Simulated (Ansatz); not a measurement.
A run of Ansatz 0.2.0 is set up as follows.

The input input.yaml:

```yaml
crystal:
  lattice:
    - [0.0, 3.0702711986, 3.0702711986]
    - [3.0702711986, 0.0, 3.0702711986]
    - [3.0702711986, 3.0702711986, 0.0]
  atoms:
    - { symbol: Cd, position: [0.0, 0.0, 0.0] }
    - { symbol: Se, position: [0.25, 0.25, 0.25] }
kpoints:
  mp_grid: { grid: [8, 8, 8] }
scf:
  occupations: { method: fermi_dirac, width: 0.05 }
hamiltonian:
  xc: rpbe
  dispersion: d4
  pseudopotentials: { kind: all_electron, lapw: { basis_error: 0.001 } }
output:
  forces: true
  stress: true
relax:
  f_tol: 0.01
  max_steps: 60
  cell: {}
```

Potentials or basis: all-electron LAPW, scalar-relativistic.

Launch:

```console
$ ansatz run input.yaml --threads 1 --pin off --max-ram 3072MiB --backend cpu --events-out ev --progress --plain --runs-dir out
```

Question: What does it give for the relaxed volume?

Answer: 28.59 Å³/atom.

Question: Predict the space group after relaxing (to 0.05 Å).

Answer: F-43m (No. 216).

Question: What does it give for the relaxed cell?

Answer: a = 4.324 Å, b = 4.324 Å, c = 4.324 Å, α = 60.00°, β = 60.00°, γ = 60.00°.

The path:
| step | energy change (eV) | largest force (eV/Å) | volume (Å³) |
| --- | --- | --- | --- |
| 1 | 0.0000 | 0.0000 | 57.88 |
| 2 | -0.0012 | 0.0000 | 56.99 |
| 3 | -0.0013 | 0.0000 | 57.17 |
| 4 | -0.0013 | 0.0000 | 57.17 |
